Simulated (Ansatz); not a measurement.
# Does disorder add resistance in series? Li(100) layers with 50 % Ti

Two lengths of the disordered region are known. What area resistance does the third give?

Set-up. Ansatz 0.2.0, plane waves with PAW datasets at their recommended cutoffs (420 eV for most), Fermi-Dirac smearing; ballistic transmission by layer matching. The area resistance is RA = A (h/2e²)(1/T − 1/N), with T the zone-mean transmission per spin and N the lead's channels, both averaged over a few energies near the Fermi level; for magnets each spin is taken apart, with h/e², and the two conduct in parallel. Lateral cell 2x2, PBE, a fresh random draw for each length.

Results; the value marked ? is to be predicted:

| length (Å) | channels N | RA (fΩ m²) |
| --- | --- | --- |
| 7.02 | 4.843 | 2.75 |
| 14.0 | 4.824 | 3.82 |
| 21.1 | 4.843 | ? |

**Fit on the rows shown.**

Ohm's law makes RA linear in the length: the slope is (3.82 − 2.75)/(14.0 − 7.02) = 0.152 fΩ m² per Å, or 152 µΩ cm. Then 3.82 + 0.152 × 7.02. Predicted: 4.89 fΩ m².

What the run gave:

4.95 fΩ m², so the prediction is 1.3 % too low. The three lengths together give 157 µΩ cm. The two increments are 1.1 and 1.1 fΩ m², roughly as Ohm's law has it, though with one draw for each length that is a weak test.

**Limits.** The scatterers repeat sideways with the small cell. The slope is a raw one; a model of isotropic scattering puts it 1.00 times the bulk value over these lengths. Atoms sit unrelaxed on the host's lattice, and the pair may not mix at random in practice.
